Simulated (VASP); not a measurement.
# TiAl (P-6m2) in VASP: further runs, part 2 of 2

VASP 6.6.1. The steps go on from the part before.

**3. Relaxation of cell and atoms, LDA**

Contents of INCAR:

```
PREC = Accurate
ENCUT = 600
EDIFF = 1E-7
ISMEAR = 0
SIGMA = 0.1
LREAL = F
LASPH = T
NELM = 80
ALGO = Normal
ISIF = 3
LWAVE = F
LCHARG = F
IBRION = 2
NSW = 90
EDIFFG = -0.005
```

Contents of KPOINTS:

```
regular mesh
0
Gamma
  18 18 10
```

Contents of POSCAR:

```
TiAl
1.0
    2.8672622300      0.0000000000      0.0000000000
   -1.4336311200      2.4831219300      0.0000000000
    0.0000000000      0.0000000000      4.6780830000
Ti Al
1 1
Direct
    0.0000000000      0.0000000000      0.0000000000
    0.3333333300      0.6666666700      0.5000000000
```

Potentials or basis: VASP PAW LDA potentials, release 64 (Ti_sv, Al).

Command:

```
$ cat potpaw_LDA.64/Ti_sv/POTCAR potpaw_LDA.64/Al/POTCAR > POTCAR
$ mpirun -np 1 vasp_std > vasp.out
```

OUTCAR:

```text
PREC = Accurate
   ENCUT = 600
   EDIFF = 1E-7
   ISMEAR = 0
   LREAL = F
   LASPH = T
   NELM = 80
   ISIF = 3
   IBRION = 2
   NSW = 90
   EDIFFG = -0.005

 ion  position               nearest neighbor table
   1  0.000  0.000  0.000-   2 2.87   2 2.87   2 2.87   2 2.87   2 2.87   2 2.87
   2  0.333  0.667  0.500-   1 2.87   1 2.87   1 2.87   1 2.87   1 2.87   1 2.87

  LATTYP: Found a hexagonal cell.
 ALAT       =     2.8672622300
 C/A-ratio  =     1.6315504564

  Lattice vectors:

 A1 = (   2.8672622300,   0.0000000000,   0.0000000000)
 A2 = (  -1.4336311200,   2.4831219300,   0.0000000000)
 A3 = (   0.0000000000,   0.0000000000,   4.6780830000)

Analysis of symmetry for initial positions (statically):
=====================================================================
 Subroutine PRICEL returns:
 Original cell was already a primitive cell.

 Routine SETGRP: Setting up the symmetry group for a
[... 439 lines left out ...]
 Fermi energy:         8.2390420542

 k-point     1 :       0.0000    0.0000    0.0000
  band No.  band energies     occupation
      1     -47.4692      2.00000
      2     -24.1866      2.00000
      3     -23.6882      2.00000
      4     -23.6882      2.00000
      5      -0.9280      2.00000
      6       5.8866      2.00000
      7       6.4377      2.00000
      8       9.5520      0.00000
      9       9.5520      0.00000
     10      11.1477      0.00000
     11      11.1477      0.00000
[... 309 lines left out ...]
 k-point    24 :       0.3889    0.1111    0.0000
  band No.  band energies     occupation
      1     -47.3425      2.00000
      2     -24.3573      2.00000
      3     -24.0660      2.00000
      4     -23.8997      2.00000
      5       3.9328      2.00000
      6       6.2788      2.00000
      7       6.6981      2.00000
      8       7.3967      2.00000
      9       9.8634      0.00000
     10      11.5095      0.00000
     11      12.5491      0.00000

 [... further k-points ...]
[... 5 lines left out ...]
  --------------------------------------------------------------------------------------
  -------------------------------------------------------------------------------------
  Total       -0.0008266     -0.0008266     -0.0025100      0.0000000     -0.0000000      0.0000000
  in kB       -0.0421055     -0.0421055     -0.1278593      0.0000000     -0.0000000      0.0000000
  external PRESSURE =      -0.0706901 kB  Pullay stress =       0.0000000 kB
[... 17 lines left out ...]
  FREE ENERGIE OF THE ION-ELECTRON SYSTEM (eV)
  ---------------------------------------------------
  free  energy   TOTEN  =       -13.2562695573 eV

  energy  without entropy=      -13.2440089485  energy(sigma->0) =      -13.25013925

 reached required accuracy - stopping structural energy minimisation
```

CONTCAR:

```text
TiAl
   1.00000000000000
     2.8117375918932428    0.0000000001115762   -0.0000000000000000
    -1.4058688007531688    2.4350361828363440    0.0000000000000000
     0.0000000000000000   -0.0000000000000000    4.5938156549003928
  Ti              Al
     1     1
Direct
     0.0000000000000000    0.0000000000000000    0.0000000000000000
     0.3333333300000021    0.6666666699999979    0.5000000000000000

  0.00000000E+00  0.00000000E+00  0.00000000E+00
  0.00000000E+00  0.00000000E+00  0.00000000E+00
```

It took 2.4 min on 1 thread of Intel Xeon 6975P-C (Granite Rapids), shared host; peak memory 0.25 GiB.

What came out:

- Free energy: -13.2563 eV
- Relaxed volume: 15.73 Å³/atom
- Relaxed cell: a = 2.812 Å, b = 2.812 Å, c = 4.594 Å, α = 90.00°, β = 90.00°, γ = 120.00°
- Space group after relaxing (to 0.05 Å): P-6m2 (No. 187)
- Energy gained by relaxing: 18.3 meV/atom
- Ionic steps: 8
- Pressure after relaxing: 0.0 GPa
- Band gap on the k mesh: none (metal or under the smearing width)

The path:
```tsv
step	energy change (eV)	largest force (eV/Å)	pressure (GPa)	volume (Å³)
1	0.0000	0.0000	-6.03	33.31
2	-0.0211	0.0000	4.50	30.37
3	-0.0363	0.0000	-0.03	31.48
4	-0.0363	0.0000	0.09	31.44
5	-0.0365	0.0000	0.10	31.43
6	-0.0365	0.0000	0.12	31.42
7	-0.0365	0.0000	-0.07	31.47
8	-0.0365	0.0000	-0.01	31.45
```

Final structure:
```yaml
crystal:
  lattice:
    - [2.81174, 0.00000, 0.00000]
    - [-1.40587, 2.43504, 0.00000]
    - [0.00000, 0.00000, 4.59382]
  atoms:
    - { symbol: Ti, position: [0.00000, 0.00000, 0.00000] }
    - { symbol: Al, position: [0.33333, 0.66667, 0.50000] }
```

Levels at points of the mesh, in eV from the Fermi level:
| k point | band 3 | band 4 | band 5 | band 6 | band 7 | band 8 | band 9 | band 10 | band 11 |
| --- | --- | --- | --- | --- | --- | --- | --- | --- | --- |
| (0.00, 0.00, 0.00) | -31.93 | -31.93 | -9.17 | -2.35 | -1.80 | 1.31 | 1.31 | 2.91 | 2.91 |
| (0.50, 0.00, 0.00) | -32.31 | -32.09 | -3.82 | -2.80 | -1.68 | -1.10 | 2.18 | 4.22 | 4.33 |
| (0.00, 0.00, 0.50) | -31.93 | -31.93 | -8.22 | -5.34 | -0.50 | 1.33 | 1.33 | 2.83 | 2.83 |
| (0.50, 0.00, 0.50) | -32.31 | -32.09 | -3.80 | -2.43 | -1.93 | 0.70 | 0.98 | 1.97 | 3.08 |

**4. Relaxation of cell and atoms, PBE**

Edit INCAR of step 3 so:

```diff
@@ -12,2 +12,3 @@
 LCHARG = F
+GGA = PE
 IBRION = 2
```

KPOINTS is that of step 3.

POSCAR is that of step 3.

Potentials or basis: VASP PAW PBE potentials, release 64 (Ti_sv, Al).

Command:

```
$ cat potpaw_PBE.64/Ti_sv/POTCAR potpaw_PBE.64/Al/POTCAR > POTCAR
$ mpirun -np 1 vasp_std > vasp.out
```

Run time: 1.7 min. Hardware: 1 thread of Intel Xeon 6975P-C (Granite Rapids), shared host; peak memory 0.25 GiB.

The run converged. Its results:

* Free energy: -12.0902 eV
* Relaxed volume: 16.69 Å³/atom
* Relaxed cell: a = 2.880 Å, b = 2.880 Å, c = 4.648 Å, α = 90.00°, β = 90.00°, γ = 120.00°
* Space group after relaxing (to 0.05 Å): P-6m2 (No. 187)
* Energy gained by relaxing: 0.5 meV/atom
* Ionic steps: 6
* Pressure after relaxing: 0.0 GPa
* Band gap on the k mesh: none (metal or under the smearing width)

Step by step:
| step | energy change (eV) | largest force (eV/Å) | pressure (GPa) | volume (Å³) |
| --- | --- | --- | --- | --- |
| 1 | 0.0000 | 0.0000 | 0.14 | 33.31 |
| 2 | -0.0010 | 0.0000 | 0.00 | 33.38 |
| 3 | -0.0011 | 0.0000 | -0.04 | 33.41 |
| 4 | -0.0011 | 0.0000 | -0.06 | 33.41 |
| 5 | -0.0011 | 0.0000 | 0.03 | 33.38 |
| 6 | -0.0011 | 0.0000 | 0.01 | 33.39 |

Final structure:
```yaml
crystal:
  lattice:
    - [2.87998, 0.00000, 0.00000]
    - [-1.43999, 2.49414, 0.00000]
    - [0.00000, 0.00000, 4.64838]
  atoms:
    - { symbol: Ti, position: [0.00000, 0.00000, 0.00000] }
    - { symbol: Al, position: [0.33333, 0.66667, 0.50000] }
```

Levels at points of the mesh, in eV from the Fermi level:
```tsv
k point	band 4	band 5	band 6	band 7	band 8	band 9	band 10	band 11
(0.00, 0.00, 0.00)	-32.45	-8.89	-2.25	-1.75	1.27	1.27	2.73	2.73
(0.50, 0.00, 0.00)	-32.58	-3.70	-2.84	-1.50	-0.95	2.07	3.89	4.05
(0.00, 0.00, 0.50)	-32.45	-7.98	-5.24	-0.37	1.28	1.28	2.65	2.65
(0.50, 0.00, 0.50)	-32.58	-3.65	-2.39	-1.80	0.51	0.97	1.86	3.00
```

**5. Relaxation of cell and atoms, PBE+D3(BJ)**

Edit INCAR of step 4 so:

```diff
@@ -13,2 +13,3 @@
 GGA = PE
+IVDW = 12
 IBRION = 2
```

KPOINTS is that of step 4.

POSCAR is that of step 4.

Command:

```
$ cat potpaw_PBE.64/Ti_sv/POTCAR potpaw_PBE.64/Al/POTCAR > POTCAR
$ mpirun -np 1 vasp_std > vasp.out
```

It took 78 s on 1 thread of Intel Xeon 6975P-C (Granite Rapids), shared host; peak memory 0.27 GiB.

It converged, with:

* Free energy: -13.0475 eV
* Relaxed volume: 15.96 Å³/atom
* Relaxed cell: a = 2.831 Å, b = 2.831 Å, c = 4.598 Å, α = 90.00°, β = 90.00°, γ = 120.00°
* Space group after relaxing (to 0.05 Å): P-6m2 (No. 187)
* Energy gained by relaxing: 10.5 meV/atom
* Ionic steps: 3
* Pressure after relaxing: 0.0 GPa
* Band gap on the k mesh: none (metal or under the smearing width)
* Dispersion energy per atom: -0.490 eV

Step by step:
| step | energy change (eV) | largest force (eV/Å) | pressure (GPa) | volume (Å³) |
| --- | --- | --- | --- | --- |
| 1 | 0.0000 | 0.0000 | -4.57 | 33.31 |
| 2 | -0.0124 | 0.0000 | 3.30 | 31.07 |
| 3 | -0.0211 | 0.0000 | 0.00 | 31.91 |

Final structure:
```cif
data_structure
_symmetry_space_group_name_H-M 'P 1'
_symmetry_Int_Tables_number 1
_cell_length_a 2.8310
_cell_length_b 2.8310
_cell_length_c 4.5980
_cell_angle_alpha 90.000
_cell_angle_beta 90.000
_cell_angle_gamma 120.000
_cell_volume 31.91
loop_
_atom_site_label
_atom_site_type_symbol
_atom_site_fract_x
_atom_site_fract_y
_atom_site_fract_z
_atom_site_occupancy
Ti1 Ti 0.00000 0.00000 0.00000 1
Al1 Al 0.33333 0.66667 0.50000 1
```

Levels at points of the mesh, in eV from the Fermi level:
```csv
k point,band 4,band 5,band 6,band 7,band 8,band 9,band 10,band 11
"(0.00, 0.00, 0.00)",-32.30,-9.13,-2.32,-1.82,1.33,1.33,2.90,2.90
"(0.50, 0.00, 0.00)",-32.45,-3.81,-2.84,-1.61,-1.04,2.19,4.14,4.28
"(0.00, 0.00, 0.50)",-32.30,-8.18,-5.36,-0.44,1.34,1.34,2.82,2.82
"(0.50, 0.00, 0.50)",-32.45,-3.76,-2.44,-1.89,0.60,0.99,1.98,3.13
```

Caveat: pairwise dispersion overbinds metals, which lowers pressure and volume.

**6. The runs side by side**

```csv
level,potentials or basis,gap on the mesh (eV),pressure (GPa),relaxed volume (Å³/atom)
PBEsol,"VASP PAW PBE potentials, release 64 (Ti_sv, Al)",none,0.0,16.22
LDA,"VASP PAW LDA potentials, release 64 (Ti_sv, Al)",none,0.0,15.73
PBE,"VASP PAW PBE potentials, release 64 (Ti_sv, Al)",none,0.0,16.69
PBE+D3(BJ),"VASP PAW PBE potentials, release 64 (Ti_sv, Al)",none,0.0,15.96
```

Alike in all rows: task relaxation of cell and atoms; no spin polarisation; cell relaxed; k mesh 18 × 18 × 10; cutoff (eV) 600; smearing gaussian 0.1 eV.

Caveats: the PAW data sets were made with another functional, which shifts forces and pressure a little (some runs); pairwise dispersion overbinds metals, which lowers pressure and volume (some runs).

Absolute energies hang on the potentials; compare differences alone.
